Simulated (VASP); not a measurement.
# C18O in VASP: a series of runs, part 2 of 2

VASP 6.6.1. The steps go on from the part before.

## 4. Single point, PBE, collinear spin, zero start

INCAR

```
PREC     = Accurate       # precision mode
ENCUT    = 520            # plane-wave cutoff, eV
EDIFF    = 1E-7           # SCF threshold, eV
ISMEAR   = -1             # smearing method
SIGMA    = 0.02           # smearing width, eV
LREAL    = Auto         
LASPH    = True           # aspherical terms in the spheres
NELM     = 150            # most SCF steps
ALGO     = Normal         # electronic algorithm
ISIF     = 2              # what is computed and relaxed
LWAVE    = False          # write WAVECAR
LCHARG   = False          # write CHGCAR
ISPIN    = 2              # spin polarisation
MAGMOM   = 0 0 0 0 0 0 0 0 0 0 0 0 0 0 0 0 0 0 0 # initial moments
LORBIT   = 11             # projections on sites
GGA      = PE             # functional
NBANDS   = 58             # bands
```

KPOINTS

```
Automatic mesh
0
Gamma
  2 2 1
```

POSCAR

```
C18O
1.0
    7.3980000000      0.0000000000      0.0000000000
   -3.6990000000      6.4068560000      0.0000000000
    0.0000000000      0.0000000000     11.0000000000
C O
18 1
Direct
   -0.0003467763     -0.0182929037      0.0820545455
    0.2149872382      0.0908557957      0.0987818182
   -0.0034960814      0.3195014840      0.0961454545
    0.2167797042      0.4362358074      0.0912090909
   -0.0042570116      0.6474470474      0.0699181818
    0.2215058537      0.7673966763      0.0767272727
    0.3260186935     -0.0120339836      0.0794363636
    0.5579244463      0.1117396739      0.0829545455
    0.3244113453      0.3214369107      0.1230090909
    0.5606228010      0.4451169185      0.1061454545
    0.3354340443      0.6600273207      0.0842363636
    0.5574841202      0.7736868130      0.0762727273
    0.6713207141     -0.0014515700      0.0791727273
    0.8951129522      0.1009855692      0.0888272727
    0.6695620953      0.3292566588      0.0852727273
    0.8886649168      0.4288843077      0.0811363636
    0.6651937840      0.6688303904      0.0800636364
    0.8875542319      0.7628078421      0.0760545455
    0.4618926771      0.3911278793      0.2305272727
```

Started as:

```sh
$ cat potpaw_PBE.64/C/POTCAR potpaw_PBE.64/O/POTCAR > POTCAR
$ mpirun -np 1 vasp_std > vasp.out
```

Run time: 6.4 min. Hardware: 1 thread of AMD EPYC 9R45 (Zen 5), shared host; peak memory 0.76 GiB.

Results (log left out):

```
Free energy                                           : -169.0945 eV
Largest force                                         : 2.607 eV/Å
Band gap on the k mesh                                : 0.26 eV, direct
Net moment                                            : 0.00 μB per cell
Valence electrons inside the program's atomic spheres : C 2.68, 2.66, 2.69, 2.62, 2.63, 2.64, 2.60, 2.53, 2.56, 2.67, 2.65; O 4.98
```

Forces in eV/Å, atoms in the order of the input:
```
C   -0.921  0.663  0.757
C    0.752  1.022 -0.710
C    0.747  1.081 -1.371
C    0.647  1.338  1.347
C    0.825  1.919  1.153
C   -0.927 -0.947 -0.555
C    1.122  1.311  1.054
C    0.311 -1.160 -0.197
C    1.163 -0.184 -0.757
C   -0.487 -0.587  0.659
C   -1.123 -1.904 -0.481
C   -0.090  0.989  0.598
C    0.172  0.048  0.071
C   -2.093 -1.547 -0.158
C   -0.131 -1.389 -0.053
C   -0.633  0.296  0.052
C    1.836 -1.332  0.033
C   -0.594  0.322 -0.748
O   -0.578  0.062 -0.695
```

Levels at points of the mesh, in eV from the valence-band top:
Spin up:
| k point | band 36 | band 37 | band 38 | band 39 | band 40 | band 41 | band 42 | band 43 |
| --- | --- | --- | --- | --- | --- | --- | --- | --- |
| (0.00, 0.00, 0.00) | -2.90 | -2.35 | -0.97 | 0.00 | 0.26 | 1.08 | 2.97 | 3.54 |
| (0.50, 0.00, 0.00) | -2.48 | -2.36 | -2.03 | -1.07 | 0.46 | 2.20 | 2.55 | 2.96 |
| (0.00, 0.50, 0.00) | -2.47 | -2.21 | -2.09 | -1.60 | 1.17 | 2.07 | 2.53 | 2.63 |
| (0.50, 0.50, 0.00) | -2.57 | -2.29 | -2.07 | -1.58 | 1.22 | 2.03 | 2.48 | 2.74 |
Spin down:
| k point | band 36 | band 37 | band 38 | band 39 | band 40 | band 41 | band 42 | band 43 |
| --- | --- | --- | --- | --- | --- | --- | --- | --- |
| (0.00, 0.00, 0.00) | -2.90 | -2.35 | -0.97 | 0.00 | 0.26 | 1.08 | 2.97 | 3.54 |
| (0.50, 0.00, 0.00) | -2.48 | -2.36 | -2.03 | -1.07 | 0.46 | 2.20 | 2.55 | 2.96 |
| (0.00, 0.50, 0.00) | -2.47 | -2.21 | -2.09 | -1.60 | 1.17 | 2.07 | 2.53 | 2.63 |
| (0.50, 0.50, 0.00) | -2.57 | -2.29 | -2.07 | -1.58 | 1.22 | 2.03 | 2.48 | 2.74 |

Caveat: the k mesh is coarse (spacing up to 0.49 Å⁻¹), so the values aren't converged.

## 5. Single point, PBE, collinear spin, typed start

INCAR

```
PREC = Accurate
ENCUT = 520
EDIFF = 1E-6
ISMEAR = -1
SIGMA = 0.02
LREAL = Auto
LASPH = T
NELM = 150
ALGO = Normal
ISIF = 2
LWAVE = F
LCHARG = F
ISPIN = 2
MAGMOM = 0 0 0 0 0 0 0 0 0 0 0 0 0 0 0 0 0 0 1
LORBIT = 11
GGA = PE
NBANDS = 58
```

KPOINTS is that of step 4.

POSCAR

```
C18O
1.0
    7.3980000000      0.0000000000      0.0000000000
   -3.6990000000      6.4068560000      0.0000000000
    0.0000000000      0.0000000000     11.0000000000
C O
18 1
Direct
   -0.0011232361     -0.0092484680      0.0804477108
    0.2193863807      0.0977836638      0.0882799316
   -0.0011149075      0.3261079341      0.0804420107
    0.2194041319      0.4395831065      0.0882523540
    0.0000694655      0.6590239653      0.0809070189
    0.2199941215      0.7689914559      0.0817769869
    0.3306602829     -0.0080482896      0.0860384490
    0.5571846194      0.1052173232      0.0860486763
    0.3270913504      0.3225368326      0.1119785297
    0.5607321952      0.4393562152      0.1120296992
    0.3306662869      0.6566896556      0.0860280038
    0.5571794558      0.7699486267      0.0860321455
    0.6678485424     -0.0070810400      0.0817720070
    0.8877739859      0.1028779847      0.0808821461
    0.6684507461      0.3223135381      0.0883181657
    0.8889609538      0.4357893417      0.0804648368
    0.6684407424      0.6640938933      0.0882839020
    0.8889531901      0.7711369419      0.0804630105
    0.4438164928      0.3809307191      0.2261000154
```

Potentials or basis: VASP PAW PBE potentials, release 64 (C, O).

Started as:

```sh
$ cat potpaw_PBE.64/C/POTCAR potpaw_PBE.64/O/POTCAR > POTCAR
$ mpirun -np 1 vasp_std > vasp.out
```

OUTCAR:

```text
PREC = Accurate
   ENCUT = 520
   EDIFF = 1E-6
   ISMEAR = -1
   LREAL = Auto
   LASPH = T
   NELM = 150
   ISIF = 2
   ISPIN = 2
   LORBIT = 11
   GGA = PE

 ion  position               nearest neighbor table
   1  0.999  0.991  0.080-  18 1.41   2 1.42  14 1.43
   2  0.219  0.098  0.088-   7 1.39   1 1.42   9 1.46
   3  0.999  0.326  0.080-  16 1.41   4 1.42  14 1.43
   4  0.219  0.440  0.088-  11 1.39   3 1.42   9 1.46
   5  0.000  0.659  0.081-   6 1.41  18 1.43  16 1.43
   6  0.220  0.769  0.082-   5 1.41   7 1.43  11 1.43
   7  0.331  0.992  0.086-   2 1.39   6 1.43   8 1.45
   8  0.557  0.105  0.086-  15 1.39  13 1.43   7 1.45
   9  0.327  0.323  0.112-  19 1.46   4 1.46   2 1.46  10 1.50
  10  0.561  0.439  0.112-  19 1.46  17 1.46  15 1.46   9 1.50
  11  0.331  0.657  0.086-   4 1.39   6 1.43  12 1.45
  12  0.557  0.770  0.086-  17 1.39  13 1.43  11 1.45
  13  0.668  0.993  0.082-  14 1.41   8 1.43  12 1.43
  14  0.888  0.103  0.081-  13 1.41   1 1.43   3 1.43
  15  0.668  0.322  0.088-   8 1.39  16 1.42  10 1.46
  16  0.889  0.436  0.080-   3 1.41  15 1.42   5 1.43
  17  0.668  0.664  0.088-  12 1.39  18 1.42  10 1.46
  18  0.889  0.771  0.080-   1 1.41  17 1.42   5 1.43
  19  0.444  0.381  0.226-   9 1.46  10 1.46

  LATTYP: Found a hexagonal cell.
 ALAT       =     7.3980000000
 C/A-ratio  =     1.4868883482

  Lattice vectors:

 A1 = (   7.3980000000,   0.0000000000,   0.0000000000)
 A2 = (  -3.6990000000,   6.4068560000,   0.0000000000)
 A3 = (   0.0000000000,   0.0000000000,  11.0000000000)

Analysis of symmetry for initial positions (statically):
=====================================================================
 Subroutine PRICEL returns:
 Original cell was already a primitive cell.

 Routine SETGRP: Setting up the symmetry group for a
 hexagonal supercell.

 Subroutine GETGRP returns: Found  1 space group operations
[... 210 lines left out ...]
      5     -18.6131      1.00000
      6     -18.5683      1.00000
[... 205 lines left out ...]
     50       4.4395      0.00000
     51       4.5802      0.00000
 Fermi energy:        -1.5640892236

 spin component 2

 k-point     1 :       0.0000    0.0000    0.0000
  band No.  band energies     occupation
      1     -24.8237      1.00000
      2     -20.8593      1.00000
      3     -18.6968      1.00000
      4     -18.6897      1.00000
      5     -18.6131      1.00000
      6     -18.5683      1.00000
[... 205 lines left out ...]
     50       4.4410      0.00000
     51       4.5795      0.00000
 [bands above 51 left out]

------------------------ aborting loop because EDIFF is reached ----------------------------------------

  FORCE on cell =-STRESS in cart. coord.  units (eV):
  Direction    XX          YY          ZZ          XY          YZ          ZX
  --------------------------------------------------------------------------------------
  -------------------------------------------------------------------------------------
  Total        5.9322709      4.4538208      0.2158043      1.2964614      0.0000202      0.0182581
  in kB       18.2297025     13.6864667      0.6631605      3.9839897      0.0000622      0.0561066
  external PRESSURE =      10.8597766 kB  Pullay stress =       0.0000000 kB

 VOLUME and BASIS-vectors are now :
 -----------------------------------------------------------------------------
  energy-cutoff  :      520.00
  volume of cell :      521.38
      direct lattice vectors                 reciprocal lattice vectors
     7.398000000  0.000000000  0.000000000     0.135171668  0.078041398  0.000000000
    -3.699000000  6.406856000  0.000000000     0.000000000  0.156082796  0.000000000
     0.000000000  0.000000000 11.000000000     0.000000000  0.000000000  0.090909091

 POSITION                                       TOTAL-FORCE (eV/Angst)
 -----------------------------------------------------------------------------------
      3.72490      6.34760      0.88492         0.007565      0.012075     -0.004534
      1.26132      0.62649      0.97108         0.003461      0.013579     -0.001553
      6.18348      2.08933      0.88486         0.010414     -0.000836     -0.004463
     -0.00287      2.81635      0.97078         0.004499     -0.008426      0.004566
     -2.43722      4.22227      0.88998         0.001610      0.001273      0.000067
     -1.21698      4.92682      0.89955        -0.004666     -0.002045     -0.003018
[... 11 lines left out ...]
      3.72404      4.94056      0.88509         0.001632     -0.007989     -0.001578
      1.87429      2.44057      2.48710         0.005932      0.003817      0.280992
 -----------------------------------------------------------------------------------
    total drift:                                0.013472     -0.005633     -0.003381

  FREE ENERGIE OF THE ION-ELECTRON SYSTEM (eV)
  ---------------------------------------------------
  free  energy   TOTEN  =      -169.8639619856 eV

  energy  without entropy=     -169.8636768477  energy(sigma->0) =     -169.86381942

 total charge

# of ion       s       p       d       tot
------------------------------------------
    1        0.865   1.798   0.000   2.663
    2        0.866   1.797   0.000   2.663
    3        0.865   1.798   0.000   2.663
    4        0.866   1.797   0.000   2.663
    5        0.863   1.788   0.000   2.651
    6        0.864   1.787   0.000   2.651
[... 11 lines left out ...]
   18        0.865   1.798   0.000   2.663
   19        1.598   3.421   0.000   5.019
--------------------------------------------------
tot         17.101  35.586   0.000  52.687

 magnetization (x)

# of ion       s       p       d       tot
------------------------------------------
    1       -0.000  -0.000   0.000  -0.000
    2        0.000   0.000   0.000   0.000
    3       -0.000  -0.000   0.000  -0.000
    4        0.000   0.000   0.000   0.000
    5       -0.000  -0.000   0.000  -0.000
    6        0.000   0.000   0.000   0.000
[... 11 lines left out ...]
   18        0.000   0.000   0.000   0.000
   19        0.000   0.000   0.000   0.000
--------------------------------------------------
tot          0.000   0.000   0.000   0.000
```

OSZICAR:

```text
N       E                     dE             d eps       ncg     rms          rms(c)
DAV:   1     0.629338558722E+03    0.62934E+03   -0.31762E+04   928   0.108E+03
DAV:   2    -0.862344921019E+02   -0.71557E+03   -0.68361E+03  1348   0.271E+02
[... 17 lines left out ...]
DAV:  20    -0.169863912048E+03   -0.86015E-04   -0.58791E-06   936   0.669E-03    0.147E-03
DAV:  21    -0.169863945090E+03   -0.33042E-04   -0.25150E-06   888   0.428E-03    0.990E-04
DAV:  22    -0.169863954607E+03   -0.95178E-05   -0.57581E-07   816   0.223E-03    0.609E-04
DAV:  23    -0.169863959311E+03   -0.47037E-05   -0.57545E-07   752   0.198E-03    0.436E-04
DAV:  24    -0.169863961046E+03   -0.17346E-05   -0.20803E-07   760   0.130E-03    0.392E-04
DAV:  25    -0.169863961986E+03   -0.93992E-06   -0.56268E-08   672   0.826E-04
   1 F= -.16986396E+03 E0= -.16986382E+03  d E =-.285138E-03  mag=     0.0000
```

stdout:

```text
POSCAR found type information on POSCAR C O
 POSCAR found :  2 types and      19 ions
 scaLAPACK will be used
 LDA part: xc-table for (Slater+PW92), standard interpolation
 POSCAR, INCAR and KPOINTS ok, starting setup
 FFT: planning ... GRIDC
 FFT: planning ... GRID_SOFT
 FFT: planning ... GRID
 WAVECAR not read
 entering main loop
```

Run time: 4.9 min. Hardware: 1 thread of Intel Xeon 6975P-C (Granite Rapids), shared host; peak memory 0.79 GiB.

Results:

```yaml
Free_energy: -169.8640 eV
Largest_force: 0.281 eV/Å
Band_gap_on_the_k_mesh: 0.25 eV, direct
Net_moment: 0.00 μB per cell
Valence_electrons_inside_the_program's_atomic_spheres: C 2.66, 2.65, 2.58; O 5.02
```

Forces on the atoms (eV/Å):
```
C    0.008  0.012 -0.005
C    0.003  0.014 -0.002
C    0.010 -0.001 -0.004
C    0.004 -0.008  0.005
C    0.002  0.001  0.000
C   -0.005 -0.002 -0.003
C    0.001  0.013  0.003
C   -0.013 -0.002 -0.001
C   -0.074 -0.046 -0.134
C    0.072  0.035 -0.133
C    0.011 -0.002 -0.002
C   -0.002 -0.007  0.000
C   -0.001  0.005 -0.006
C    0.002 -0.002  0.001
C   -0.013  0.004  0.004
C   -0.010  0.005 -0.004
C   -0.003 -0.014  0.002
C    0.002 -0.008 -0.002
O    0.006  0.004  0.281
```

Caveat: the k mesh is coarse (spacing up to 0.49 Å⁻¹), so the values aren't converged.
